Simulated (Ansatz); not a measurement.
## Ni: energy change per atom and pressure as volume scale varies

Results calculated with Ansatz 0.2.0, not measured. Plane-wave DFT, scalar-relativistic PAW made under PBE with cores redone for the functional, no dispersion; the given relaxed cell is scaled uniformly, energy at zero smearing counts from the unscaled cell, pressure at the given Fermi-Dirac smearing is positive in compression.

The cell before it is scaled or strained (space group Fd-3m, No. 227):
```
Ni
1.0
      0.0000     2.5729     2.5729
      2.5729     0.0000     2.5729
      2.5729     2.5729     0.0000
Ni
2
Direct
  0.12500 0.12500 0.12500
  0.87500 0.87500 0.87500
```

Settings of every row: spin polarised yes; functional revPBE; wave cutoff 420 eV; smearing width 0.05 eV; k mesh 12x12x12.

Atom:
| element | starting moment (Bohr magneton) |
| --- | --- |
| Ni | -0.85 |
| Ni | -0.85 |

Limits: search for a lower magnetic state is off; the cell comes from a prototype or a list of computed structures and needn't be the stable phase.

| row | volume scale | V (Å³/atom) | energy change per atom (meV) | pressure (GPa) | largest site moment (Bohr magneton) |
| --- | --- | --- | --- | --- | --- |
| 1 | 0.88 | 14.988 | 80.33 | 14.46 | 0.83 |
| 2 | 0.92 | 15.67 | ? | ? | ? |
| 3 | 0.96 | 16.351 | 7.28 | 3.76 | 0.84 |
| 4 | 1.04 | 17.713 | 6.86 | -2.92 | 0.85 |
| 5 | 1.08 | 18.395 | 24.88 | -5.24 | 0.86 |
| 6 | 1.12 | 19.076 | 51.63 | -7.05 | 0.87 |

Question: what energy change per atom and pressure should row 2 give?

Worked fit of energy change per atom. Take u = (V_r/V)^(2/3) − 1 with V_r = 17.713 Å³ an atom, which is twice the finite (Eulerian) strain; such expansions in the strain, on which the Birch-Murnaghan equation of state is built, carry the rest volume and the bulk modulus. The shown rows have u = 0.1178, 0.05479, 0, -0.02487, -0.04822. Least squares give energy change per atom = 6.368 − 491.111 × u + 9484.42 × u² meV; a straight line predicts inner rows, each left out in turn, worse (root mean square 32 against 1.1 meV). The rows lie off it by 0.20, -0.65, 0.49, 0.43, -0.47 (root mean square 0.47 meV). The withheld row has u = 0.08513, so the fit gives 6.368 − 491.111 × (0.08513) + 9484.42 × (0.08513)² = 33.29 meV.

The calculation gave 32.48 meV. The fit lies 0.81 meV (2.5 % of the value, 1.1 % of the column's range) above it; its largest miss of a shown row is 0.65 meV.

Worked fit of pressure. Take u = (V_r/V)^(2/3) − 1 with V_r = 17.713 Å³ an atom, which is twice the finite (Eulerian) strain; such expansions in the strain, on which the Birch-Murnaghan equation of state is built, carry the rest volume and the bulk modulus. The shown rows have u = 0.1178, 0.05479, 0, -0.02487, -0.04822. Least squares give pressure = −2.959 + 102.564 × u + 383.49 × u² GPa; a straight line predicts inner rows, each left out in turn, worse (root mean square 1.3 against 0.086 GPa). The rows lie off it by 0.02, -0.05, 0.04, 0.03, -0.04 (root mean square 0.037 GPa). The pressure vanishes at u = 0.0263, or V = 17.04 Å³ an atom, and there the bulk modulus at fixed shape and fractions is B = −V dP/dV = (2/3)(1 + u) dP/du = 84 GPa. The withheld row has u = 0.08513, so the fit gives −2.959 + 102.564 × (0.08513) + 383.49 × (0.08513)² = 8.55 GPa.

The calculation gave 8.48 GPa. The fit lies 0.07 GPa (0.33 % of the column's range) above it; its largest miss of a shown row is 0.05 GPa.

The other values of row 2: largest site moment 0.83 Bohr magneton.
